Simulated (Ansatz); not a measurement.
The following input was run with Ansatz 0.2.0.

```yaml
crystal:
  lattice:
    - [1.6068865668, 0.9277363919, 6.6126884504]
    - [-1.6068865668, 0.9277363919, 6.6126884504]
    - [0.0, -1.8554727838, 6.6126884504]
  atoms:
    - { symbol: W, position: [0.0006740938, 0.0006740938, 0.0006740938] }
    - { symbol: S, position: [0.2546440426, 0.2546440426, 0.2546440426] }
    - { symbol: S, position: [0.4133818636, 0.4133818636, 0.4133818636] }
basis:
  ecutwfc: 500
kpoints:
  mp_grid: { grid: [12, 12, 12] }
hamiltonian:
  xc: r2scan
scf:
  occupations: { method: gaussian, width: 0.02 }
output:
  forces: true
  stress: true
  eigenvalues: true
relax:
  adjacent_minimum: "off"
  f_tol: 0.01
  max_steps: 30
  cell: { stress_tol: 0.1, fix: [volume] }
```

Launched with
```bash
ansatz run input.yaml --threads 1 --pin off --max-ram 2560MiB --backend cpu --events-out ev --progress --plain --runs-dir out
```

Computed with Ansatz, DFT r2SCAN, scalar-relativistic, plane waves, PAW.

Abridged output:

```
Pseudopotentials: kind: paw
Pseudopotential: W, paw, valence charge 14, recommended cutoff 500 eV (meta_gga)
Pseudopotential: S, paw, valence charge 6, recommended cutoff 500 eV (meta_gga)
Functional definition: r2SCAN
Crystal: 3 atoms, lattice volume = 59.148 Å³
Basis set: ecut = 500 eV, 1489 PW (Γ), FFT grids on a1−a3, a2−a3, a3, exchange–correlation on 96×96×216 points (64 copies of the dense FFT grid, shifted against one another)
Bands: 17, of which v1, the nominal top of the filled ones, is band 13 counted from 1 (12 counted from 0)
Symmetry: 6 space group operations
Space group: R3m (ITA 160), of the structure as read, at distance tolerance 3.9e-5 Å
k-points: 189 of 1728 (time reversal used)
Initial density: superposition of atomic densities (neutral atoms: chi_scale 0, normalization atom), corrected by the library's trained network
Initial wavefunctions: pseudopotential atomic-orbital guess
Functional: x = r2scan, c = r2scan; τ floored in thin density (d = 2e-4 eV/Å³)
SCF iter   1: F=—  HF=-12211.559739 eV  |F-HF|=—  |Δ(HF+E_count)|=         —  Δρ=7.59e-3  dr2=2.70e-2  dr2_τ=7.51e-2  ethr=1.77e-3  ⟨swp⟩=6.0  Hψ=19237  notcnv=0
SCF iter   2: F=—  HF=-12211.633426 eV  |F-HF|=—  |Δ(HF+E_count)|=   7.37e-2  Δρ=6.74e-3  dr2=6.78e-2  dr2_τ=4.32e-3  ethr=1.04e-4  ⟨swp⟩=3.0  Hψ=7902  notcnv=0
SCF iter   3: F=—  HF=-12211.624646 eV  |F-HF|=—  |Δ(HF+E_count)|=   8.78e-3  Δρ=3.27e-3  dr2=4.42e-3  dr2_τ=3.84e-4  ethr=1.04e-4  ⟨swp⟩=3.0  Hψ=5741  notcnv=0
SCF iter   4: F=—  HF=-12211.626649 eV  |F-HF|=—  |Δ(HF+E_count)|=   2.00e-3  Δρ=1.01e-3  dr2=4.31e-4  dr2_τ=4.49e-5  ethr=1.70e-5  ⟨swp⟩=2.0  Hψ=5304  notcnv=0
SCF iter   5: F=—  HF=-12211.626875 eV  |F-HF|=—  |Δ(HF+E_count)|=   2.26e-4  Δρ=2.45e-4  dr2=1.00e-4  dr2_τ=4.13e-6  ethr=1.66e-6  ⟨swp⟩=2.2  Hψ=5059  notcnv=0
SCF iter   6: F=—  HF=-12211.626858 eV  |F-HF|=—  |Δ(HF+E_count)|=   1.69e-5  Δρ=1.19e-4  dr2=1.35e-5  dr2_τ=7.36e-7  ethr=3.86e-7  ⟨swp⟩=2.0  Hψ=4271  notcnv=0
SCF iter   7: F=—  HF=-12211.626857 eV  |F-HF|=—  |Δ(HF+E_count)|=   1.42e-6  Δρ=4.45e-5  dr2=5.50e-7  dr2_τ=3.53e-8  ethr=5.18e-8  ⟨swp⟩=2.1  Hψ=4562  notcnv=0
SCF iter   8: F=-12211.626857 eV  HF=-12211.626857 eV  |F-HF|=2.68e-8  |Δ(HF+E_count)|=   6.23e-7  Δρ=1.09e-5  dr2=3.74e-8  dr2_τ=2.22e-9  ethr=3.85e-10  ⟨swp⟩=7.7  Hψ=16921  notcnv=0
SCF 1 converged in 8 iterations: F = -12211.626857 eV  dr2 = 3.74e-8
relax step   1: F+E_penalty+E_count = -12211.62685718 eV  Δ(F+E_penalty+E_count) = +0.000e0 eV  max|allowed force component| = 5.117e-1 eV/Å  Δτ_max = 0.0000 Å  P = -4.321 GPa  Ω = 59.148 Å³  fix = [volume]  reactions: volume -4.321 GPa (8 SCF iters, dr2 threshold 1.00e-7 eV, accepted)
Initial density: handed on by an earlier stage of this run
Initial wavefunctions: those handed on with the density
SCF iter   1: F=—  HF=-12211.604016 eV  |F-HF|=—  |Δ(HF+E_count)|=         —  Δρ=5.04e-3  dr2=2.27e-2  dr2_τ=3.76e-2  ethr=8.51e-5  ⟨swp⟩=2.0  Hψ=21434  notcnv=0
SCF iter   2: F=—  HF=-12211.652448 eV  |F-HF|=—  |Δ(HF+E_count)|=   4.84e-2  Δρ=4.82e-3  dr2=4.68e-2  dr2_τ=3.06e-3  ethr=8.51e-5  ⟨swp⟩=3.0  Hψ=6813  notcnv=0
SCF iter   3: F=—  HF=-12211.644584 eV  |F-HF|=—  |Δ(HF+E_count)|=   7.86e-3  Δρ=1.97e-3  dr2=1.59e-3  dr2_τ=6.27e-5  ethr=8.51e-5  ⟨swp⟩=2.9  Hψ=5435  notcnv=0
SCF iter   4: F=—  HF=-12211.644877 eV  |F-HF|=—  |Δ(HF+E_count)|=   2.93e-4  Δρ=3.53e-4  dr2=3.72e-5  dr2_τ=1.87e-5  ethr=6.12e-6  ⟨swp⟩=2.2  Hψ=5465  notcnv=0
SCF iter   5: F=—  HF=-12211.644909 eV  |F-HF|=—  |Δ(HF+E_count)|=   3.15e-5  Δρ=1.39e-4  dr2=5.54e-6  dr2_τ=5.78e-7  ethr=1.43e-7  ⟨swp⟩=2.2  Hψ=5013  notcnv=0
SCF iter   6: F=—  HF=-12211.644912 eV  |F-HF|=—  |Δ(HF+E_count)|=   3.39e-6  Δρ=4.35e-5  dr2=4.07e-6  dr2_τ=1.64e-7  ethr=2.13e-8  ⟨swp⟩=2.0  Hψ=4965  notcnv=0
SCF iter   7: F=—  HF=-12211.644912 eV  |F-HF|=—  |Δ(HF+E_count)|=   7.51e-7  Δρ=1.60e-5  dr2=4.84e-7  dr2_τ=2.44e-8  ethr=1.57e-8  ⟨swp⟩=2.1  Hψ=4441  notcnv=0
SCF iter   8: F=-12211.644912 eV  HF=-12211.644912 eV  |F-HF|=3.99e-9  |Δ(HF+E_count)|=   7.16e-8  Δρ=6.13e-6  dr2=1.93e-8  dr2_τ=9.79e-10  ethr=1.15e-9  ⟨swp⟩=5.7  Hψ=13653  notcnv=0
SCF 2 converged in 8 iterations: F = -12211.644912 eV  dr2 = 1.93e-8
relax step   2: F+E_penalty+E_count = -12211.64491152 eV  Δ(F+E_penalty+E_count) = -1.805e-2 eV  max|allowed force component| = 2.860e-1 eV/Å  Δτ_max = 0.0577 Å  P = +1.094 GPa  Ω = 59.148 Å³  energy of the carried Pulay correction = +1.500e-17 eV  fix = [volume]  reactions: volume +1.094 GPa (8 SCF iters, dr2 threshold 3.00e-7 eV, accepted)
SCF iter   1: F=—  HF=-12211.648105 eV  |F-HF|=—  |Δ(HF+E_count)|=         —  Δρ=1.26e-3  dr2=9.25e-4  dr2_τ=1.72e-3  ethr=3.49e-6  ⟨swp⟩=2.3  Hψ=20450  notcnv=0
SCF iter   2: F=—  HF=-12211.648462 eV  |F-HF|=—  |Δ(HF+E_count)|=   3.57e-4  Δρ=7.45e-4  dr2=8.18e-4  dr2_τ=7.39e-5  ethr=3.49e-6  ⟨swp⟩=2.0  Hψ=5670  notcnv=0
SCF iter   3: F=—  HF=-12211.648395 eV  |F-HF|=—  |Δ(HF+E_count)|=   6.69e-5  Δρ=5.55e-4  dr2=3.91e-4  dr2_τ=2.24e-5  ethr=3.15e-6  ⟨swp⟩=2.1  Hψ=4501  notcnv=0
SCF iter   4: F=—  HF=-12211.648356 eV  |F-HF|=—  |Δ(HF+E_count)|=   3.96e-5  Δρ=2.79e-4  dr2=6.76e-5  dr2_τ=1.16e-6  ethr=1.50e-6  ⟨swp⟩=1.0  Hψ=3213  notcnv=0
SCF iter   5: F=—  HF=-12211.648351 eV  |F-HF|=—  |Δ(HF+E_count)|=   4.99e-6  Δρ=8.44e-5  dr2=5.67e-6  dr2_τ=7.26e-8  ethr=2.60e-7  ⟨swp⟩=1.7  Hψ=3366  notcnv=0
SCF iter   6: F=-12211.648351 eV  HF=-12211.648351 eV  |F-HF|=1.89e-8  |Δ(HF+E_count)|=   2.14e-7  Δρ=1.17e-5  dr2=3.43e-8  dr2_τ=6.37e-9  ethr=1.15e-9  ⟨swp⟩=5.5  Hψ=17725  notcnv=0
SCF 3 converged in 6 iterations: F = -12211.648351 eV  dr2 = 3.43e-8
relax step   3: F+E_penalty+E_count = -12211.64835089 eV  Δ(F+E_penalty+E_count) = -3.439e-3 eV  max|allowed force component| = 5.956e-2 eV/Å  Δτ_max = 0.0141 Å  P = -0.352 GPa  Ω = 59.148 Å³  energy of the carried Pulay correction = +1.000e-17 eV  fix = [volume]  reactions: volume -0.352 GPa (6 SCF iters, dr2 threshold 3.00e-7 eV, accepted)
Basis set: ecut = 500 eV, 1495 PW (Γ), FFT grids on a1−a3, a2−a3, a3, exchange–correlation on 96×96×216 points (64 copies of the dense FFT grid, shifted against one another)
SCF iter   1: F=—  HF=-12211.648482 eV  |F-HF|=—  |Δ(HF+E_count)|=         —  Δρ=3.43e-4  dr2=1.21e-4  dr2_τ=3.50e-4  ethr=5.32e-7  ⟨swp⟩=3.1  Hψ=21462  notcnv=0
SCF iter   2: F=—  HF=-12211.648771 eV  |F-HF|=—  |Δ(HF+E_count)|=   2.89e-4  Δρ=3.20e-4  dr2=1.96e-4  dr2_τ=1.01e-5  ethr=4.66e-7  ⟨swp⟩=2.0  Hψ=5580  notcnv=0
SCF iter   3: F=—  HF=-12211.648740 eV  |F-HF|=—  |Δ(HF+E_count)|=   3.12e-5  Δρ=1.24e-4  dr2=7.20e-6  dr2_τ=1.19e-6  ethr=4.66e-7  ⟨swp⟩=2.0  Hψ=4391  notcnv=0
SCF iter   4: F=—  HF=-12211.648741 eV  |F-HF|=—  |Δ(HF+E_count)|=   1.54e-6  Δρ=6.61e-5  dr2=1.04e-6  dr2_τ=1.13e-7  ethr=2.77e-8  ⟨swp⟩=2.5  Hψ=4526  notcnv=0
SCF iter   5: F=-12211.648743 eV  HF=-12211.648743 eV  |F-HF|=2.78e-8  |Δ(HF+E_count)|=   1.14e-6  Δρ=1.07e-5  dr2=3.13e-8  dr2_τ=2.41e-9  ethr=1.15e-9  ⟨swp⟩=7.5  Hψ=16733  notcnv=0
SCF 4 converged in 5 iterations: F = -12211.648743 eV  dr2 = 3.13e-8
relax step   4: F+E_penalty+E_count = -12211.64874263 eV  Δ(F+E_penalty+E_count) = -3.917e-4 eV  max|allowed force component| = 1.435e-3 eV/Å  Δτ_max = 0.0006 Å  P = -0.387 GPa  Ω = 59.148 Å³  energy of the carried Pulay correction = +1.000e-17 eV  fix = [volume]  reactions: volume -0.387 GPa (5 SCF iters, dr2 threshold 3.00e-7 eV, accepted)
Initial wavefunctions: pseudopotential atomic-orbital guess (no wavefunctions were taken with the density)
SCF iter   1: F=—  HF=-12211.648747 eV  |F-HF|=—  |Δ(HF+E_count)|=         —  Δρ=4.74e-5  dr2=1.33e-7  dr2_τ=1.04e-6  ethr=6.67e-7  ⟨swp⟩=3.0  Hψ=28255  notcnv=0
SCF iter   2: F=—  HF=-12211.648754 eV  |F-HF|=—  |Δ(HF+E_count)|=   6.99e-6  Δρ=2.36e-5  dr2=4.02e-8  dr2_τ=8.25e-8  ethr=5.10e-10  ⟨swp⟩=3.3  Hψ=7295  notcnv=0
SCF iter   3: F=—  HF=-12211.648755 eV  |F-HF|=—  |Δ(HF+E_count)|=   6.30e-7  Δρ=7.70e-6  dr2=1.22e-7  dr2_τ=5.42e-9  ethr=1.55e-10  ⟨swp⟩=2.7  Hψ=6528  notcnv=0  recentre
SCF iter   4: F=—  HF=-12211.648755 eV  |F-HF|=—  |Δ(HF+E_count)|=   6.63e-9  Δρ=9.54e-7  dr2=3.87e-10  dr2_τ=1.29e-10  ethr=1.55e-10  ⟨swp⟩=2.0  Hψ=4725  notcnv=0
SCF iter   5: F=-12211.648755 eV  HF=-12211.648755 eV  |F-HF|=4.73e-11  |Δ(HF+E_count)|=  4.89e-10  Δρ=4.12e-7  dr2=4.84e-11  dr2_τ=7.14e-12  ethr=1.00e-12  ⟨swp⟩=6.3  Hψ=14308  notcnv=0
SCF 5 converged in 5 iterations: F = -12211.648755 eV  dr2 = 4.84e-11
SCF converged after 5 iterations
Free energy (F): -12211.648755 eV
Harris-Foulkes:  -12211.648755 eV  (|F-HF|=4.73e-11)
Internal energy: -12211.648755 eV  (E = F + TS)
E sigma→0 (E₀):  -12211.648755 eV
Fermi energy:    10.406783 eV
--- Per-component energies (eV) ---
  E_band       = -250.390847
  E_kinetic    = 666.053003
  E_local      = -2173.504545  (includes V_loc(G=0)·N_el)
  E_nonlocal   = 57.715401
  E_hartree    = 885.133719
  E_xc         = -433.069094
  E_vxc        = -449.696108  (∫ρ·V_xc dr)
  E_paw        = -9812.169318  (= ΣΔE_a)
  E_vpaw       = -143.560425  (= ΣTr[D̂ρ^β])
  E_aug_tail   = -0.000047  (compensation charges beyond the density's cutoff)
  E_vtau       = 22.334625  (kinetic-family band-sum trace: ∫τ·v_τ [+ j·A + Jᵃ·Aᵃ] dr)
  E_ewald      = -1401.000392
  E_core_change = -0.807482  (= ΣΔE_core)
  E_smearing   =  0.000000  (= −TS)
--- Forces (eV/Å), atoms counted from 1 ---
  atom   1  W      0.00000000     0.00000000     0.00003160
  atom   2  S      0.00000000     0.00000000     0.00137182
  atom   3  S      0.00000000     0.00000000    -0.00139991
--- Stress (GPa, compression-positive) ---
       -0.409385       0.000000       0.000000
        0.000000      -0.409385       0.000000
        0.000000       0.000000      -0.342308
  P = ⅓ Tr σ = -0.3870 GPa (-3.870 kbar)
--- Band table (eV; the first three rows and the last of 189) ---
  k-point 0: bands = ["-66.6571", "-30.2885", "-30.1369", "-30.1369", "-6.2827", "-4.4333", "2.3949", "6.1692", "6.1692", "7.4464", "7.4464", "7.7115", "8.9018", "12.2908", "12.2908", "12.4872", "12.4872"]
  k-point 1: bands = ["-66.6558", "-30.2841", "-30.1611", "-30.1425", "-6.1636", "-4.3947", "2.5386", "5.8707", "6.2843", "6.8623", "7.2623", "8.0451", "8.8948", "12.1454", "12.2479", "12.3814", "12.5108"]
  k-point 2: bands = ["-66.6524", "-30.2719", "-30.2268", "-30.1578", "-5.8244", "-4.2851", "2.9279", "5.1747", "6.0841", "6.6024", "6.8306", "8.0557", "8.7496", "11.6118", "12.1547", "12.3911", "13.0121"]
  k-point 188: bands = ["-66.6571", "-30.2886", "-30.1369", "-30.1369", "-6.2146", "-4.5724", "2.8639", "6.1648", "6.1648", "6.4392", "7.4556", "7.4556", "9.6923", "12.3194", "12.3194", "12.4446", "12.4446"]
--- Relaxed structure (4 steps of the walk, 4 accepted, 1 SCFs on fresh bases) ---
  F+E_penalty+E_count = -12211.64875462 eV   max|allowed force component| = 1.401e-3 eV/Å   (the final SCF, on the basis selected at the relaxed cell)
  cell:  # Å, volume = 59.1479 Å³
    - [1.59284030, 0.91962678, 6.72982897]
    - [-1.59284030, 0.91962678, 6.72982897]
    - [0.0, -1.83925356, 6.72982897]
  atoms:
    - { symbol: W, position: [0.00067592, 0.00067592, 0.00067592] }
    - { symbol: S, position: [0.25680838, 0.25680838, 0.25680838] }
    - { symbol: S, position: [0.41121569, 0.41121569, 0.41121569] }
```

The relaxation met its thresholds.

Time: 120 s on 1 thread of Intel(R) Xeon(R) 6975P-C (Granite Rapids) (shared host), peak memory 0.67 GiB.

Spin–orbit coupling is left out, which can shift energies with elements as heavy as these. The cell holds layers, and r2SCAN describes their binding at middle range but leaves out its long-range dispersion part.